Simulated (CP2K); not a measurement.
PbSe:

```xyz
2
Lattice="3.7843 0.0000 0.0000 0.0000 3.7843 0.0000 0.0000 0.0000 3.7843" Properties=species:S:1:pos:R:3 pbc="T T T"
Pb    0.0000    0.0000    0.0000
Se    1.8922    1.8922    1.8922
```

Measurements of this composition are mostly on another form, of space group No. 225.

Base run:

```yaml
Program: CP2K 2026.2
Functional: PBEsol
Potentials_or_basis: POTENTIAL_UZH Pb GTH-PBE-q4, Se GTH-PBE-q6; TZVP-MOLOPT-PBE-GTH basis
Density_cutoff: 6123 eV
k_mesh: 7 × 7 × 7
Occupations: gaussian, width 0.05 eV
Spin: no spin polarisation
```

Its results: band gap on the k mesh none (metal or under the smearing width); pressure -0.9 GPa.

The run is repeated on the same cell with these changes: functional from PBEsol to RPBE; occupations from gaussian, width 0.05 eV to fermi-dirac, width 0.02 eV. What comes out?

Band gap on the k mesh none (metal or under the smearing width); pressure 1.3 GPa.

Caveats: the potentials were made for another functional, which shifts forces and pressure; the basis of atomic orbitals isn't converged, which shifts pressures, moduli and gaps.
